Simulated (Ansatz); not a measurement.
# AlNi: generalised stacking fault

The calculation used DFT PBEsol, scalar-relativistic, plane waves, PAW in Ansatz 0.2.0. The runs took a 420 eV cutoff, a Γ-centred 20×20×7 mesh and Gaussian smearing (0.15 eV). No spin polarisation. A magnetic state may lie lower. Energies are free energies at this smearing, counted from the undisturbed cell; pressure is positive in compression.

Zero of the scan (relaxed at this level; it needn't be the usual structure):

```xyz
6
Lattice="0.0000 -2.8622 0.0000 0.0000 0.0000 -2.8622 8.5865 0.0000 0.0000" Properties=species:S:1:pos:R:3 pbc="T T T"
Al    2.1465    0.0000    0.0000
Al    5.0086    0.0000    0.0000
Al    7.8708    0.0000    0.0000
Ni    0.7154   -1.4311   -1.4311
Ni    3.5776   -1.4311   -1.4311
Ni    6.4397   -1.4311   -1.4311
```

The cut lies on the cell's a–b face, a (1 0 0) plane (indices in the standard cell, whose axes needn't be the Cartesian ones shown) of area 8.19 Å², between layers 1.43 Å apart. Vector c is tilted by f times 1·a + 0·b (length 2.862 Å) with the atoms' Cartesian places fixed: one unrelaxed fault a cell. The cell is metallic on the mesh throughout.

| f | γ (mJ/m²) |
| --- | --- |
| 0.0000 | 0 |
| 0.1000 | 288 |
| 0.2000 | 1094 |
| 0.4000 | 3213 |

Problem. Predict the shear traction, the slope of γ along the slip (GPa) at each point.

Solution.
| f | shear traction, the slope of γ along the slip (GPa) |
| --- | --- |
| 0.0000 | 0.0 |
| 0.1000 | 19.8 |
| 0.2000 | 35.3 |
| 0.4000 | 27.3 |

Cost: 4 runs of about 7.6 core-minutes in all, on Intel Xeon Platinum 8375C (Ice Lake) (shared hosts).